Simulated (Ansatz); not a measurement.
# Zone-centre phonons of BN at 8 GPa: input and output

All numbers below come from DFT PBEsol, scalar-relativistic, plane waves, PAW in Ansatz.

Launched with:
```bash
ansatz run input.yaml --threads 1 --pin off --max-ram 3072MiB --backend cpu --events-out ev --progress --plain --runs-dir out
```

Input (bare energies are in eV):
```yaml
crystal:
  lattice:
    - [2.4790569189, 0.0016111257, -0.2233094337]
    - [-1.2308722429, 2.151904739, 0.2232765598]
    - [-0.9827808488, -0.8688158106, 2.9554175412]
  atoms:
    - { symbol: B, position: [0.9921794397, 0.9919944635, -0.0044400968] }
    - { symbol: "N", position: [0.6559695603, 0.3238895365, 0.9912450968] }
basis:
  ecutwfc: 420
kpoints:
  mp_grid: { grid: [12, 12, 12] }
hamiltonian:
  xc: pbesol
scf:
  occupations: { method: fixed }
output:
  eigenvalues: true
phonons:
  method: dfpt
  dielectric: true
  rigid_motions: translations
  eigenvectors: true
```

Results section of the output:
```
--- Phonons (Γ-DFPT): 6 representative perturbations + reference, on 868 of 1728 k-points (Σ response iterations 18) ---
  ASR residual: 1.272e-4 → 0.000e0 eV/Å²; symmetrization residual: 3.723e-7 eV/Å²
  The last average, over the group as it would stand without the narrowing to the FFT grids, took up to 3.127e-5 eV/Å² of the zone centre's force constants
  ASR residual per site (eV/Å²): 6.68e-5 1.27e-4
  Γ frequencies (cm⁻¹): 0.00 0.00 0.00 701.36 1396.28 1396.29
  ε∞ (high-frequency dielectric tensor):
        5.287444     0.008752    -0.167683
        0.008752     5.297478     0.097161
       -0.167686     0.097163     3.441625
  ε⁰ (static dielectric tensor: ions relaxed, cell fixed):
        7.191967     0.012717    -0.243813
        0.012717     7.206546     0.141274
       -0.243816     0.141275     4.508216
  ε⁰ − ε∞ (ionic part):
        1.904523     0.003965    -0.076130
        0.003965     1.909068     0.044112
       -0.076130     0.044112     1.066590
  softest optical mode at Γ: 701.36 cm⁻¹; the repairs (sum rule, projections) moved no ω² at Γ by more than (2.70 cm⁻¹)²
  Born effective charges Z* (e; rows j = field, columns β = displacement):
    site 0:
         2.66627    0.00781   -0.14964
         0.00781    2.67522    0.08670
        -0.14964    0.08671    1.01920
    site 1:
        -2.66627   -0.00781    0.14964
        -0.00781   -2.67522   -0.08670
         0.14964   -0.08671   -1.01920
  Z* charge neutrality: 2.277e-5 e pre-enforcement
  k-mesh period / interband length: 29.9 Å / 1.40 Å = 21.40 at k = (-0.5000, -0.5000, -0.5000), direct gap 5.417 eV — 14 or more, which is no proof of convergence
  optical modes at Γ without the LO–TO term, one row a degenerate level:
      ω (cm⁻¹) modes IR ((D/Å)²/amu)
        701.36      1             3.7902
       1396.28      1            27.1538
       1396.29      1            27.1537
  optical modes at Γ + LO–TO along q̂ = [1.0000, 0.0000, 0.0000]:
      ω (cm⁻¹) modes IR ((D/Å)²/amu)
        701.74      1             3.7930
       1396.29      1            27.1537
       1627.57      1            27.1510
  optical modes at Γ + LO–TO along q̂ = [0.0000, 1.0000, 0.0000]:
      ω (cm⁻¹) modes IR ((D/Å)²/amu)
        701.49      1             3.7912
       1396.28      1            27.1538
       1628.26      1            27.1528
  optical modes at Γ + LO–TO along q̂ = [0.0000, 0.0000, 1.0000]:
      ω (cm⁻¹) modes IR ((D/Å)²/amu)
        800.07      1             3.8135
       1396.29      1            27.1537
       1400.91      1            27.1306
```

Time: 42 s on 1 thread of Intel(R) Xeon(R) 6975P-C (Granite Rapids), on a shared host, peak memory 0.68 GiB.

The crystal is built of layers and no dispersion correction was added, so the binding between them is poorly described, and with it their spacing and whatever depends on it.

This form isn't the usual stable structure of the compound at low pressure.